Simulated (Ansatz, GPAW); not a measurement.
One calculation of Au, 3 ways

```
CELL_PARAMETERS angstrom
-1.65727 1.65727 1.65727
1.65727 -1.65727 1.65727
1.65727 1.65727 -1.65727
ATOMIC_POSITIONS crystal
Au 0.00000 0.00000 0.00000
```

This isn't the form of Au at room conditions, which is fcc.

Alike in all runs: task band structure; functional LDA; k mesh 11 × 11 × 11; occupations fermi-dirac, width 0.05 eV; no spin polarisation; no spin-orbit coupling. LDA stands for any of its common fits. Pressure is positive in compression and, in plane waves, holds the error of the finite cutoff, which Ansatz's Pulay term estimates and takes out.

| program and potentials | plane-wave cutoff (eV) | notes | pressure (GPa) |
| --- | --- | --- | --- |
| Ansatz, Ansatz PAW | 420 | potentials made for PBE, which Ansatz adapts in part; 19 valence electrons an atom on average; Pulay term of +0.04 GPa included | -13.05 |
| GPAW, the program's PAW data sets (release 1.2.1) made for this functional | 600 | 11 valence electrons an atom on average | -10.64 |
| Ansatz, all-electron LAPW, scalar-relativistic | - | - | -13.05 |

The pressure spans -13.05 (Ansatz, all-electron LAPW, scalar-relativistic) to -10.64 GPa (GPAW, the program's PAW data sets (release 1.2.1) made for this functional), with all-electron results at -13.05. The cell lies far from this level's equilibrium.

Differences between rows come from potentials, basis sets and numerical settings, since the functional is the same but for its coding. Runs on potential files found faulty are left out.
